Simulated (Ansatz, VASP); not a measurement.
This is a calculation of Ir for Ansatz 0.2.0.

input.yaml

```yaml
crystal:
  lattice:
    - [0.0, 1.8764951499, 1.8764951499]
    - [1.8764951499, 0.0, 1.8764951499]
    - [1.8764951499, 1.8764951499, 0.0]
  atoms:
    - { symbol: Ir, position: [0.0, 0.0, 0.0] }
hamiltonian:
  xc: pbe
  pseudopotentials: { kind: paw }
kpoints:
  mp_grid: { grid: [12, 12, 12] }
scf:
  occupations: { method: fermi_dirac, width: 0.05 }
output:
  forces: true
  stress: true
  eigenvalues: true
```

Potentials or basis: Ansatz PAW.

The run is started by

```sh
$ ansatz run input.yaml --threads 1 --pin off --max-ram 3584MiB --backend cpu --events-out ev --progress --plain --runs-dir out
```

Task: Translate it to VASP 6.6.1. Potentials there: VASP PAW PBE potentials, release 64 (Ir).

Result: As run (the cutoff follows the program's own potentials):

The input INCAR:

```
PREC     = Accurate       # precision mode
ENCUT    = 520            # plane-wave cutoff, eV
EDIFF    = 1E-7           # SCF threshold, eV
ISMEAR   = -1             # smearing method
SIGMA    = 0.05           # smearing width, eV
LREAL    = F              # projectors in reciprocal space
LASPH    = T              # aspherical terms in the spheres
NELM     = 60             # most SCF steps
ALGO     = Normal         # electronic algorithm
ISIF     = 2              # what is computed and relaxed
LWAVE    = F              # write WAVECAR
LCHARG   = F              # write CHGCAR
GGA      = PE             # functional
NBANDS   = 10             # bands
```

Contents of KPOINTS:

```
regular mesh
0
Gamma
  12 12 12
```

File POSCAR:

```
Ir
1.0
    0.0000000000      1.8764951499      1.8764951499
    1.8764951499      0.0000000000      1.8764951499
    1.8764951499      1.8764951499      0.0000000000
Ir
1
Direct
    0.0000000000      0.0000000000      0.0000000000
```

Potentials or basis: VASP PAW PBE potentials, release 64 (Ir).

Launch:

```sh
$ cat potpaw_PBE.64/Ir/POTCAR > POTCAR
$ mpirun -np 1 vasp_std > vasp.out
```

Both were run:

|  | VASP | Ansatz | Ansatz less VASP |
| --- | --- | --- | --- |
| gap on the k mesh at the Fermi level (eV) | none | none | - |
| pressure (GPa) | 41.3 | 40.3 | -1.08 |

A gap of «none» marks a metal or a gap that the smearing closes. The two sets of potentials don't hold the same shells in valence.

The runs have no spin-orbit coupling, so splittings on Ir are missing.
